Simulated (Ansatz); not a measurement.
# Al(001) (P6_3/mmc bulk, slab 16 Å thick) with one Al vacancy in a 2 × 2 cell: relaxation and tunnelling images, part 2 of 2

The task: relax Al(001) (P6_3/mmc bulk, slab 16 Å thick) with one Al vacancy in a 2 × 2 cell and compute the vacuum tail of its states by energy, as an STM tip samples it.

Ansatz 0.2.0; DFT PBE, scalar-relativistic, plane waves, PAW. Earlier steps stand in the parts before.

### 3 Densities by energy window

The windows are in eV from the zero of bias; a denser mesh resolves them.

Input file input.yaml:

```yaml
crystal:
  lattice:
    - [5.65415404, 0.0, 0.0]
    - [-2.82707702, 4.89664104, 0.0]
    - [0.0, 0.0, 36.0754875961]
  atoms:
    - { symbol: Al, position: [0.1666666666, 0.3333333332, 0.2771965306] }
    - { symbol: Al, position: [0.1666666664, 0.833333333, 0.2771965306] }
    - { symbol: Al, position: [0.6666666668, 0.3333333332, 0.2771965306] }
    - { symbol: Al, position: [0.6666666666, 0.833333333, 0.2771965306] }
    - { symbol: Al, position: [0.0, 0.0, 0.3408546606] }
    - { symbol: Al, position: [-2.0e-10, 0.4999999998, 0.3408546606] }
    - { symbol: Al, position: [0.5000000002, 0.0, 0.3408546606] }
    - { symbol: Al, position: [0.5, 0.4999999998, 0.3408546606] }
    - { symbol: Al, position: [0.3333333334, 0.1666666666, 0.4045128002] }
    - { symbol: Al, position: [0.3333333332, 0.6666666664, 0.4045128002] }
    - { symbol: Al, position: [0.8333333336, 0.1666666666, 0.4045128002] }
    - { symbol: Al, position: [0.8333333334, 0.6666666664, 0.4045128002] }
    - { symbol: Al, position: [0.0, 0.0, 0.4681709302] }
    - { symbol: Al, position: [-2.0e-10, 0.4999999998, 0.4681709302] }
    - { symbol: Al, position: [0.5000000002, 0.0, 0.4681709302] }
    - { symbol: Al, position: [0.5, 0.4999999998, 0.4681709302] }
    - { symbol: Al, position: [0.1665843182, 0.333292159, 0.5336497389] }
    - { symbol: Al, position: [0.1666666664, 0.833333333, 0.5338442228] }
    - { symbol: Al, position: [0.666707841, 0.333292159, 0.5336497389] }
    - { symbol: Al, position: [0.6667078408, 0.8334156814, 0.5336497389] }
    - { symbol: Al, position: [0.0009930059, -0.0009930059, 0.5995230198] }
    - { symbol: Al, position: [0.0009930057, 0.5019860117, 0.5995230198] }
    - { symbol: Al, position: [0.4980139883, -0.0009930059, 0.5995230198] }
    - { symbol: Al, position: [0.5, 0.4999999998, 0.5980895393] }
    - { symbol: Al, position: [0.3362621578, 0.1725243154, 0.6648551794] }
    - { symbol: Al, position: [0.3362621576, 0.6637378419, 0.6648551794] }
    - { symbol: Al, position: [0.8333333336, 0.1666666666, 0.6635501968] }
    - { symbol: Al, position: [0.8274756846, 0.6637378419, 0.6648551794] }
    - { symbol: Al, position: [0.0003067767, -0.0003067767, 0.7282993282] }
    - { symbol: Al, position: [0.0003067764, 0.5006135531, 0.7282993282] }
    - { symbol: Al, position: [0.4993864469, -0.0003067767, 0.7282993282] }
basis:
  ecutwfc: 420.0
  fft_grid_basis: typed
kpoints:
  mp_grid: { grid: [12, 12, 1] }
hamiltonian:
  xc: pbe
  pseudopotentials: { kind: paw }
scf:
  occupations: { method: gaussian, width: 0.1 }
output:
  forces: true
  eigenvalues: true
  band_densities:
    - { e_range: [-2.0, -1.0] }
    - { e_range: [-1.0, -0.5] }
    - { e_range: [-0.5, -0.25] }
    - { e_range: [-0.25, 0.0] }
    - { e_range: [0.0, 0.25] }
    - { e_range: [0.25, 0.5] }
    - { e_range: [0.5, 1.0] }
    - { e_range: [1.0, 1.5] }
  band_residual_tolerance: 1.0e-05
  write_potential: true
  elf: true
  write_density: true
  volumetric_format: npy
efield:
  axis: 3
  dipole_correction: true
  ramp_width: 0.04
checkpoint:
  read: start.run
  write: ck
  compress: false
  write_wavefunctions: false
  write_every: 100000
```

Started as:

```
> ansatz run input.yaml --threads 4 --pin off --max-ram 8847MiB --backend cpu --events-out ev --progress --plain --runs-dir out
```

Output:

```text
Warning: RAYON_NUM_THREADS=4 ignored (pool sized by the plan → 4); use --threads N
Engine: ansatz 0.2.0, aarch64-unknown-linux-gnu
Pseudopotentials: kind: paw
Pseudopotential: Al, paw, valence charge 3, recommended cutoff 420 eV (normal), Al.paw.azcp
Functional definition: PBE
  parameter kappa = 0.804
  parameter beta = 0.06672455060314922
  exchange = pbe_x(kappa = kappa, mu = beta*pi^2/3)
  correlation = pbe_c(beta = beta)
Crystal: 31 atoms, lattice volume = 998.799 Å³
Basis set: ecut = 420 eV, 19549 PW (Γ), exchange–correlation on 80×80×486 points (8 copies of the dense FFT grid, shifted against one another)
Bands: 78, of which v1, the nominal top of the filled ones, is band 47 counted from 1 (46 counted from 0)
Symmetry: 6 space group operations
Space group: P3m1 (ITA 156), of the structure as read, at distance tolerance 1.0e-4 Å
k-points: 19 of 144 (time reversal used)
Non-local potential: Al, projectors of the file, l = 0: 2, l = 1: 2, l = 2: 1
PAW form: soft (Blöchl's): semilocal exchange-correlation on the pseudo side does not see the compensation charge
PAW one-centre angular grid: Al, 110 points (default); XC on 64 Gauss nodes
Initial density: read from a saved state, or passed on in memory by an earlier SCF of this step, an earlier step, the calling program or the single point that the run made first
Stability of the state it starts from, as read at its close in the unpolarized treatment: not read negative (Ritz values of 1 − χ₀K, real part plus size of imaginary part, from 1.0 to 1.4, by its mixing steps under the symmetry group of the SCF that read it)
Initial wavefunctions: pseudopotential atomic-orbital guess
Functional: x = pbe(κ = 0.804, μ = 0.2195149727645171), c = pbe(β = 0.06672455060314922)
iter 1 solved again at ethr=1.35e-4 eV; its pass at ethr=3.10e-3 eV (dr2=1.26e-1 eV) is discarded
SCF iter   1: F=—  HF=-16658.843151 eV  |F-HF|=—  |Δ(HF+E_count)|=         —  Δρ=5.05e-4  dr2=1.18e-1  ethr=1.35e-4  p=-0.007 e·Å  D=-1.19e-3 V/Å  ΔV_dip=0.04 eV  dr2_dipole=5.53e-2  V_vac-E_F(+/−)=4.13/4.08 eV  ⟨swp⟩=5.3  Hψ=11920  notcnv=0  defer=20
efield: sawtooth ramp at fractional position 0.9800 (handed on by an earlier solve), width 0.0400; the density the first Hamiltonian is built on has a dipole p = -0.007 e·Å; the dipole correction subtracts the counter field D = -1.19e-3 V/Å, which shifts the + side's vacuum level by +0.04 eV against the − side's; the planar-averaged density in the ramp window peaks in size at 1.4e-7 e/Å³
preconditioner: auto → LDOS  [metal: Δε(μ)=0.027 eV  Ē_g=6.520 eV  σ=0.100 eV  W_gap=0.15  n_scr=110 (ndim 8)  ℏωp=11.3 eV  f_vac=0.421  D(μ)=11.57/eV (n_scr^D=58)  β→1.0]
SCF iter   2: F=—  HF=-16658.839964 eV  |F-HF|=—  |Δ(HF+E_count)|=   3.19e-3  Δρ=1.72e-4  dr2=3.33e-3  ethr=1.27e-4  p=-0.009 e·Å  D=-1.55e-3 V/Å  ΔV_dip=0.06 eV  dr2_dipole=6.74e-4  V_vac-E_F(+/−)=4.14/4.09 eV  ⟨swp⟩=1.3  Hψ=1542  notcnv=0  defer=6
SCF iter   3: F=—  HF=-16658.839935 eV  |F-HF|=—  |Δ(HF+E_count)|=   2.87e-5  Δρ=3.79e-5  dr2=7.35e-5  ethr=3.58e-6  p=-0.009 e·Å  D=-1.65e-3 V/Å  ΔV_dip=0.06 eV  dr2_dipole=1.50e-5  V_vac-E_F(+/−)=4.15/4.09 eV  ⟨swp⟩=2.4  Hψ=2139  notcnv=0  defer=6
SCF iter   4: F=—  HF=-16658.840102 eV  |F-HF|=—  |Δ(HF+E_count)|=   1.66e-4  Δρ=1.02e-5  dr2=3.14e-6  ethr=7.90e-8  p=-0.009 e·Å  D=-1.66e-3 V/Å  ΔV_dip=0.06 eV  dr2_dipole=2.21e-7  V_vac-E_F(+/−)=4.15/4.09 eV  ⟨swp⟩=2.4  Hψ=2285  notcnv=0  defer=6
SCF iter   5: F=—  HF=-16658.840102 eV  |F-HF|=—  |Δ(HF+E_count)|=   3.58e-7  Δρ=3.54e-6  dr2=5.06e-7  ethr=3.37e-9  p=-0.009 e·Å  D=-1.66e-3 V/Å  ΔV_dip=0.06 eV  dr2_dipole=3.54e-8  V_vac-E_F(+/−)=4.15/4.09 eV  ⟨swp⟩=2.7  Hψ=2612  notcnv=0  defer=6
SCF iter   6: F=-16658.840102 eV  HF=-16658.840102 eV  |F-HF|=2.09e-8  |Δ(HF+E_count)|=   1.46e-7  Δρ=8.50e-7  dr2=1.47e-8  ethr=1.08e-10  p=-0.009 e·Å  D=-1.66e-3 V/Å  ΔV_dip=0.06 eV  dr2_dipole=1.01e-10  V_vac-E_F(+/−)=4.15/4.09 eV  ⟨swp⟩=63.8  Hψ=19100  notcnv=0
SCF 1 converged in 6 iterations: F = -16658.840102 eV  dr2 = 1.47e-8
WARN: The output density's exchange-correlation potential varies sharply where the density is thin. Do not read a vacuum level from v_tot or v_xc, or from such a field of the output density. On a cell that repeats whose density bears no net charge and no dipole along the vacuum's axis use v_es (v_loc + v_h of the components); under efield.dipole_correction with no amplitude use v_es + v_field, which holds any external_charges[].barrier, or the levels of the report's work_function block, which leave it out; under a non-zero efield.amplitude the vacuum is tilted and has no level; on a cell that repeats and bears such a dipole with no correction it is tilted too, and efield.dipole_correction with no amplitude gives each side of its ramp a level where efield: is served; in a cell that repeats whose density bears a net charge (total_charge, or a fill off its count) it is curved and has none; of a slab under crystal.periodic whose density bears no net charge use v_es, which has a level on each side, short of where the two are joined; of another it falls or rises all the way out and has none; of a slab beside external_charges read slab_vacuum_level instead, which it has where they leave it neutral. The grid or the basis barely resolves most such structure, and the values can differ between equally converged runs; as a rule a tighter scf.convergence.dr2_threshold does not remove it. Where the density itself ripples (under the LDA too) a higher basis.ecutwfc lessens it. The files hold the spikes' plane waves up to the density's cutoff. Files: v_tot_of_output_density and the like, and their columns of v_z.tsv (output.write_potential); v_xc_of_output_density and the like, and their columns of v_comp_z.tsv (output.write_potential_components). Measured: with its Gaussian average of σ = 0.25 Å subtracted twice, the exchange-correlation potential is over 0.1 eV at 15 of the grid points where the equally averaged density (valence and model cores) is under 1e-3 e/Å³, and 0.164 eV at the most among them, at an averaged density of 1.7e-8 e/Å³. See output.write_potential in the manual, Limitations
SCF converged after 6 iterations
Free energy (F): -16658.840102 eV
Harris-Foulkes:  -16658.840102 eV  (|F-HF|=2.09e-8)
Internal energy: -16658.782424 eV  (E = F + TS)
E sigma→0 (E₀):  -16658.811263 eV
Entropy (-TS):   -0.057678 eV (-1.861 meV/atom)
Fermi energy:    2.067757 eV
Dipole field:    D = -0.001670 V/Å  (p = -0.009219 e·Å, saw-weighted, corrected)
Work function:   Φ+ = 4.1455 eV   Φ− = 4.0853 eV
Levels:          The Fermi level and band energies are counted from a zero that moves with the ramp; work functions are not
--- Per-component energies (eV) ---
  E_band       = -208.051947
  E_kinetic    = 698.408617
  E_local      = -41518.926242  (includes V_loc(G=0)·N_el)
  E_nonlocal   = 324.190853
  E_hartree    = 20646.061146
  E_xc         = -1226.003675
  E_vxc        = -889.695047  (∫ρ·V_xc dr)
  E_paw        = -14488.081519  (= ΣΔE_a)
  E_vpaw       = -114.119653  (= ΣTr[D̂ρ^β])
  E_aug_tail   = -0.000067  (compensation charges beyond the density's cutoff)
  E_efield     = 0.000008  (sawtooth field / dipole correction)
  E_vefield    = -0.029375  (∫n·V_field dr)
  E_ewald      = 18905.568454
  E_smearing   = -0.057678  (= −TS)
  E_closure    = -0.000000  (closes the sum)
  Σ components = -16658.840102   (vs F -16658.840102, Δ=0.00e0)
--- Forces (eV/Å), atoms counted from 1 ---
  atom   1  Al    -0.03973358    -0.02294019    -0.20720908
  atom   2  Al    -0.00000000    -0.00000000    -0.21417322
  atom   3  Al     0.03973358    -0.02294019    -0.20720908
  atom   4  Al    -0.00000000     0.04588038    -0.20720908
  atom   5  Al     0.00454773    -0.00262563     0.02701951
  atom   6  Al     0.00000000     0.00525127     0.02701951
  atom   7  Al    -0.00454773    -0.00262563     0.02701951
  atom   8  Al     0.00000000    -0.00000000     0.04811533
  atom   9  Al     0.00000000    -0.01522186     0.00001126
  atom  10  Al    -0.01318252     0.00761093     0.00001126
  atom  11  Al    -0.00000000     0.00000000    -0.03539558
  atom  12  Al     0.01318252     0.00761093     0.00001126
  atom  13  Al     0.01390169    -0.00802614     0.17059939
  atom  14  Al     0.00000000     0.01605229     0.17059939
  atom  15  Al    -0.01390169    -0.00802614     0.17059939
  atom  16  Al     0.00000000     0.00000000     0.18975169
  atom  17  Al    -0.01501533    -0.00866910    -0.01554842
  atom  18  Al     0.00000000    -0.00000000    -0.00835575
  atom  19  Al     0.01501533    -0.00866910    -0.01554842
  atom  20  Al    -0.00000000     0.01733821    -0.01554842
  atom  21  Al    -0.01623956     0.00937591     0.02564214
  atom  22  Al     0.00000000    -0.01875183     0.02564214
  atom  23  Al     0.01623956     0.00937591     0.02564214
  atom  24  Al     0.00000000    -0.00000000     0.04010999
  atom  25  Al     0.00000000    -0.05510923     0.00839667
  atom  26  Al    -0.04772600     0.02755462     0.00839667
  atom  27  Al     0.00000000    -0.00000000    -0.01106998
  atom  28  Al     0.04772600     0.02755462     0.00839667
  atom  29  Al    -0.00759451     0.00438469    -0.01190564
  atom  30  Al     0.00000000    -0.00876938    -0.01190564
  atom  31  Al     0.00759451     0.00438469    -0.01190564
  max |Σ_I F_I| component: 1.80e-8 eV/Å
--- Band table (eV; the first three rows and the last of 19) ---
  k-point 0: bands = ["-9.0927", "-8.7498", "-8.2138", "-7.4970", "-6.5915", "-5.5886", "-4.4064", "-3.1206", "-3.1091", "-3.1091", "-3.0949", "-3.0362", "-3.0362", "-3.0330", "-2.8102", "-2.8102", "-2.7516", "-2.7304", "-2.7091", "-2.7091", "-2.3259", "-2.3259", "-2.3126", "-2.2308", "-2.2308", "-2.1114", "-1.7834", "-1.7834", "-1.7587", "-1.6747", "-1.6313", "-1.1661", "-1.1661", "-0.7460", "-0.6805", "-0.6805", "-0.4733", "-0.4733", "-0.3775", "-0.1451", "0.1140", "0.1140", "0.1151", "0.7482", "0.7482", "1.0166", "1.4298", "1.4804", "1.4804", "1.5375", "1.7984", "1.7984", "2.3990", "2.6316", "2.8507", "2.8507", "2.9990", "2.9990", "3.1949", "3.5906", "3.7948", "3.7948", "4.0145", "4.3185", "4.3185", "4.6641", "5.1525", "5.4129", "5.4129", "5.5312", "5.6807", "5.8171", "5.8171", "6.0874", "6.4239", "6.7735", "6.9161", "7.0305"]
  k-point 1: bands = ["-9.0499", "-8.7072", "-8.1714", "-7.4550", "-6.5503", "-5.5486", "-4.3684", "-4.0128", "-3.6844", "-3.5223", "-3.5215", "-3.2351", "-3.1996", "-3.1428", "-3.0487", "-2.7098", "-2.7053", "-2.5477", "-2.5474", "-2.4707", "-2.2430", "-2.2345", "-2.0976", "-2.0669", "-2.0133", "-1.8007", "-1.7248", "-1.7211", "-1.6939", "-1.6338", "-1.4361", "-1.0004", "-0.9714", "-0.8583", "-0.7661", "-0.5274", "-0.4335", "-0.2168", "-0.1512", "-0.1163", "-0.0329", "0.1239", "0.2710", "0.8845", "0.9943", "1.0227", "1.2587", "1.3999", "1.5033", "1.7194", "2.0341", "2.1157", "2.2081", "2.5495", "2.6112", "2.8324", "3.1762", "3.2812", "3.3589", "3.4917", "3.6167", "3.7855", "4.2839", "4.5718", "4.6142", "4.7417", "4.9235", "5.1957", "5.2549", "5.5698", "5.8280", "6.0527", "6.1184", "6.1375", "6.4176", "6.6552", "6.6982", "6.7799"]
  k-point 2: bands = ["-8.9216", "-8.5793", "-8.0443", "-7.3294", "-6.4271", "-5.4298", "-4.8792", "-4.5474", "-4.2547", "-4.0279", "-3.8891", "-3.8881", "-3.5682", "-3.5626", "-3.3454", "-3.0588", "-3.0240", "-2.9190", "-2.5581", "-2.3985", "-2.2287", "-1.9473", "-1.9389", "-1.7333", "-1.6936", "-1.6117", "-1.5956", "-1.4899", "-1.3140", "-1.1544", "-1.0199", "-0.9074", "-0.6775", "-0.4270", "-0.4213", "-0.2898", "-0.2574", "-0.0887", "0.0059", "0.0365", "0.3515", "0.3615", "0.5203", "0.9819", "1.1161", "1.3640", "1.4666", "1.6010", "1.6344", "1.8967", "2.1153", "2.1351", "2.4323", "2.5287", "2.7707", "2.9697", "3.2308", "3.3788", "3.4533", "3.7062", "3.9228", "3.9382", "4.4501", "4.6638", "4.8506", "4.8770", "4.9850", "5.2072", "5.5209", "5.6201", "5.7623", "5.8157", "5.8986", "6.0937", "6.1018", "6.2676", "6.3804", "6.4364"]
  k-point 18: bands = ["-7.0569", "-7.0536", "-7.0517", "-6.7438", "-6.7290", "-6.6927", "-6.2443", "-6.2193", "-6.1224", "-5.5586", "-5.5580", "-5.3491", "-4.6905", "-4.6904", "-4.3640", "-3.7051", "-3.6917", "-3.2445", "-2.5174", "-2.5094", "-2.0409", "-1.2135", "-1.2111", "-1.2105", "-1.0984", "-1.0885", "-0.9476", "-0.7808", "-0.7775", "-0.7641", "-0.3268", "-0.3226", "-0.2753", "-0.0118", "0.0508", "0.0609", "0.4978", "0.6427", "0.7020", "1.2867", "1.3159", "1.6056", "1.6075", "1.7511", "1.8197", "2.0118", "2.7747", "2.8876", "3.1738", "3.1922", "3.4860", "3.5187", "3.8707", "3.8811", "4.4082", "4.5259", "4.5497", "4.6481", "4.6554", "4.6582", "4.7164", "4.8618", "4.8714", "4.8893", "4.9892", "5.1219", "5.1248", "5.1427", "5.1560", "5.1935", "5.2296", "5.3759", "5.5572", "5.5573", "5.5783", "5.8247", "5.8614", "5.8970"]
--- Band densities, each state counted as filled ---
  window                                       electrons  max residual (eV)  cut levels
  e_range: [-2, -1]                            11.958333             3.4e-9           0
  e_range: [-1, -0.5]                           5.694444             3.4e-9           0
  e_range: [-0.5, -0.25]                        3.944444             3.4e-9           0
  e_range: [-0.25, 0]                           3.138889             4.6e-9           0
  e_range: [0, 0.25]                            3.041667             4.2e-6           0
  e_range: [0.25, 0.5]                          3.138889             3.5e-6           0
  e_range: [0.5, 1]                             7.250000             3.4e-6           0
  e_range: [1, 1.5]                             7.000000             3.5e-6           0
```

It took 65 s on 4 threads of Arm Neoverse V2, shared host; peak memory 2.4 GiB.

Read from this run: work function 4.15 eV (top face), 4.09 eV (bottom face); dipole along +c -0.009 e·Å per cell.

band_densities.tsv:

```
# window	n_electrons	max_residual_ev	n_cut_levels
# fermi_ev = 2.067757
# range_zeros_ev = 2.067757
# range_zeros_ev: from where a range's energies are measured, in spin up and in spin down where the run solves two channels
e_range_-2_-1	11.958333	3.435e-9	0
e_range_-1_-0.5	5.694444	3.441e-9	0
e_range_-0.5_-0.25	3.944444	3.438e-9	0
e_range_-0.25_0	3.138889	4.633e-9	0
e_range_0_0.25	3.041667	4.171e-6	0
e_range_0.25_0.5	3.138889	3.494e-6	0
e_range_0.5_1	7.250000	3.445e-6	0
e_range_1_1.5	7.000000	3.470e-6	0
```

### 4 Tersoff–Hamann images

Images follow the Tersoff–Hamann model: the current is the local density of the sample's states between the Fermi level and the bias, at the tip's centre.

Images at several biases, each described by its contrast.

```tsv
bias	height (Å)	bright/dark	brightest over
−2.00 V	3.5	2.6	top Al atoms
−1.00 V	3.5	2.6	top Al atoms
−0.50 V	3.5	2.6	top Al atoms
−0.25 V	3.5	2.6	top Al atoms
+0.25 V	3.5	2.6	top Al atoms
+0.50 V	3.5	2.3	top Al atoms
+1.00 V	3.5	2.2	top Al atoms
+1.50 V	3.5	2	top Al atoms
```

The slab has states at the Fermi level, though not all of them need reach the top face. Its work function (top face) is 4.15 eV.

Constant-current image at a set point of 1.0 × 10⁻⁴ e/Å³, bias −0.25 V (filled states), over one surface cell. Columns run along a, rows up along b; exposed atoms at Al (0.00, 1.00), Al (0.00, 0.50), Al (0.50, 1.00), Al (0.34, 0.17), Al (0.34, 0.66), Al (0.83, 0.66), Al (0.83, 0.17).

Ten even steps from ' ' (0.00 pm) to '@' (70.84 pm):
```
@@@@@@@@@@@@@@@@@@@@@@@@@@@@@@%%%%%%@@@@@@@@
@@@@@@@@@@@@@@@@@@@@@@@@@@%%%%%%%%%%%%@@@@@@
@@@@@@@@@@@@@@@@@@@@@@%%%%%%####%%%%%%%%@@@@
@@@@@@@@@@@@@@%%%%%%%%####******####%%%%%%%%
@@@@@@@@@@@@%%%%%%####****++++****####%%%%%%
@@@@@@@@@@%%%%####++++==========++**####%%%%
@@@@@@@@@@%%##**++--::::..::::--++**##%%@@@@
@@@@@@@@%%%%**++==::....  ..::--++**##%%@@@@
@@@@@@%%%%##++==--..      ::--==**##%%%%@@@@
@@@@@@%%%%##++==--        --==++##%%%%@@@@@@
@@@@%%%%##**====--....::--==++**%%%%@@@@@@@@
@@@@%%####**++==--::::--==++**##%%%%@@@@@@@@
%%%%%%####**++++====++++**####%%%%%%%%%%%%%%
%%%%%%%%%%##********####%%%%%%%%%%%%%%%%%%%%
@@@@%%%%%%%%########%%%%%%@@@@@@%%%%%%%%%%%%
@@@@@@@@%%%%%%%%%%%%@@@@@@@@@@@@%%%%%%%%@@@@
@@@@@@@@@@%%%%%%%%@@@@@@@@@@@@@@%%%%%%%%@@@@
@@@@@@@@@@@@@@@@@@@@@@@@@@@@@@@@%%%%@@@@@@@@
```

The brightest spots lie over the top Al atoms; the darkest points are over the vacancy. The corrugation is 71 pm at a mean tip height of 3.0 Å.

Constant-current image at a set point of 3.3 × 10⁻⁴ e/Å³, bias +0.25 V (empty states), over one surface cell. Columns run along a, rows up along b; exposed atoms at Al (0.00, 1.00), Al (0.00, 0.50), Al (0.50, 1.00), Al (0.34, 0.17), Al (0.34, 0.66), Al (0.83, 0.66), Al (0.83, 0.17).

Values in pm, 9 rows by 11 columns:
```
98.22 92.49 87.24 87.24 92.49 98.22 97.69 91.60 88.28 91.60 97.69
91.17 85.98 84.08 87.83 91.17 91.21 87.35 80.53 82.32 87.35 92.03
85.44 85.98 85.93 84.76 81.91 73.19 65.81 61.20 69.45 76.64 83.62
94.06 94.06 88.91 73.39 58.03 31.70 20.61 31.70 58.03 73.39 88.91
99.00 93.74 84.19 59.97 37.21  3.44  3.44 37.21 69.45 84.19 96.67
95.86 87.23 76.37 52.22 32.89 19.68 32.89 61.20 82.32 91.11 96.81
89.56 83.87 76.37 59.97 50.74 54.63 65.81 80.53 88.28 90.37 90.80
91.29 89.69 84.19 73.39 71.49 80.46 87.35 91.60 89.13 87.26 89.13
97.72 94.73 88.91 82.77 85.87 94.73 97.69 95.13 89.13 89.13 95.13
```

The brightest spots lie over the top Al atoms; the darkest points are over the vacancy. The corrugation is 99 pm at a mean tip height of 2.5 Å.

### 5 More from the same densities

Decay of the current with height.

Near 4 Å the plane average falls as exp(−2.30 z/Å), a factor of 10 per ångström, which gives an apparent barrier of 5.0 eV (0.952 eV Å² times the slope squared). The vacuum level lies 4.15 eV above zero bias.

Shares of each window's states by atomic plane (%), top plane first:

```tsv
window (eV)	states	1 Al3	2 Al4	3 Al4	4 Al4	5 Al4	6 Al4	7 Al4	8 Al4
-2 to -1	11.96	12	13	13	13	12	13	12	14
-1 to -0.5	5.69	13	12	13	13	11	12	11	15
-0.5 to -0.25	3.94	12	12	11	12	11	14	12	15
-0.25 to +0	3.14	13	12	12	12	12	12	11	16
+0 to +0.25	3.04	13	12	12	12	12	13	11	15
+0.25 to +0.5	3.14	11	12	11	12	12	14	13	15
+0.5 to +1	7.25	14	13	13	12	11	11	11	14
+1 to +1.5	7.00	13	13	12	12	12	12	11	15
```

### 6 Outcome

This closing draws on all 2 parts.

| quantity | value |
| --- | --- |
| work function, top face | 4.15 eV |
| gap of the slab on its mesh | none (metal) |
| corrugation at −0.25 V, tip 3.0 Å up | 71 pm |
| corrugation at +0.25 V, tip 2.5 Å up | 99 pm |

What this shows: At −0.25 V the brightest spots lie over the top Al atoms; the darkest points are over the vacancy. At +0.25 V the brightest spots lie over the top Al atoms; the darkest points are over the vacancy. The model has an s-wave tip and no tip-sample forces.
